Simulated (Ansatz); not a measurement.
# CrO2: changing the pressure

The cell as given:

```cif
data_structure
_symmetry_space_group_name_H-M 'P4_2/mnm'
_symmetry_Int_Tables_number 136
_cell_length_a 4.4210
_cell_length_b 4.4210
_cell_length_c 2.9170
_cell_angle_alpha 90.000
_cell_angle_beta 90.000
_cell_angle_gamma 90.000
_cell_volume 57.01
loop_
_atom_site_label
_atom_site_type_symbol
_atom_site_symmetry_multiplicity
_atom_site_Wyckoff_symbol
_atom_site_fract_x
_atom_site_fract_y
_atom_site_fract_z
_atom_site_occupancy
Cr1 Cr 2 a 0.50000 0.50000 0.50000 1
O1 O 4 f 0.80100 0.19900 0.50000 1
```

Kept alike: task relaxation of cell and atoms; functional PBE; k mesh 6 × 6 × 9; occupations fermi-dirac, width 0.05 eV; collinear spin, ferromagnetic start. Program: Ansatz, Ansatz PAW, cutoff 420 eV. The mesh is that of the run's cell of 6 atoms. No spin-orbit coupling.

| run | volume (Å³/atom) | first edge of the run's cell (Å) | third edge of the run's cell (Å) | largest site moment (μB) |
| --- | --- | --- | --- | --- |
| A | 8.687 | 4.277 | 2.850 | 1.64 |
| B | 8.942 | 4.323 | 2.870 | 1.67 |
| C | 9.420 | 4.409 | 2.907 | 1.72 |
| D | 9.616 | 4.444 | 2.921 | 1.75 |
| E | 9.245 | 4.378 | 2.894 | 1.70 |
| F | 9.534 | 4.429 | 2.915 | 1.74 |

The relaxations keep at least the cell's symmetry (P4_2/mnm). For a metal such a mesh leaves the last digits unconverged. The runs follow the start's structure, whether or not it is the stable one at these pressures. Ansatz's relaxations hold a Pulay term in the stress (up to 1.0 GPa here). The runs hold the magnetic state that their start led to, which needn't be the lowest. Site moments count inside each atom's sphere or projector.

Task: The runs differ in the pressure alone: 0; 2; 5; 10; 20; 30 GPa. Which run is which?

Result: Run A is 30 GPa; run B is 20 GPa; run C is 5 GPa; run D is 0 GPa; run E is 10 GPa; run F is 2 GPa. The volume falls from 9.616 to 8.687 Å³/atom between 0 and 30 GPa. The volume falls ever more slowly, since the solid stiffens under load. At the pressures aimed at, which the runs meet within some tenths of a GPa, the step from 0 to 5 GPa gives a mean bulk modulus near 243 GPa, the last step 346 GPa. The first edge of the run's cell falls from 4.444 to 4.277 Å between 0 and 30 GPa. The third edge of the run's cell falls from 2.921 to 2.850 Å between 0 and 30 GPa. The largest site moment falls from 1.75 to 1.64 μB between 0 and 30 GPa.
